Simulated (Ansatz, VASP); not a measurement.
## One calculation of HfO2, two programs

```
Hf O
1.0
     0.00000    2.54881    2.54881
     2.54881    0.00000    2.54881
     2.54881    2.54881    0.00000
Hf O
1 2
Direct
  0.00000 0.00000 0.00000
  0.25000 0.25000 0.25000
  0.75000 0.75000 0.75000
```

Alike in both runs: task relaxation of cell and atoms; functional PBE; dispersion D3(BJ); k mesh 8 × 8 × 8; occupations gaussian, width 0.02 eV; no spin polarisation.

```csv
,VASP,Ansatz
version,VASP 6.6.1,Ansatz 0.2.0
potentials or method,"VASP PAW PBE potentials, release 64 (Hf_pv, O)","scalar-relativistic, plane waves, PAW"
plane-wave cutoff (eV),600,420
valence electrons in the cell,22,38
```

```csv
,VASP,Ansatz,Ansatz less VASP
"gap on the k mesh at the Fermi level, each at its own relaxed structure (eV)",3.84,3.78,-0.059
relaxed volume (Å³/atom),10.71,10.88,+0.170
relaxed cell length with the largest relative difference (Å),3.568,3.587,+0.0187
energy change over the relaxation (meV/atom),-8,-2,+6.2
```

The two sets of potentials don't hold the same shells in valence.

Caveats: spin-orbit coupling is left out, which moves the levels of the heavy elements. A k mesh can miss the band edges. PBE gaps usually lie below the measured ones, often by a third to a half.
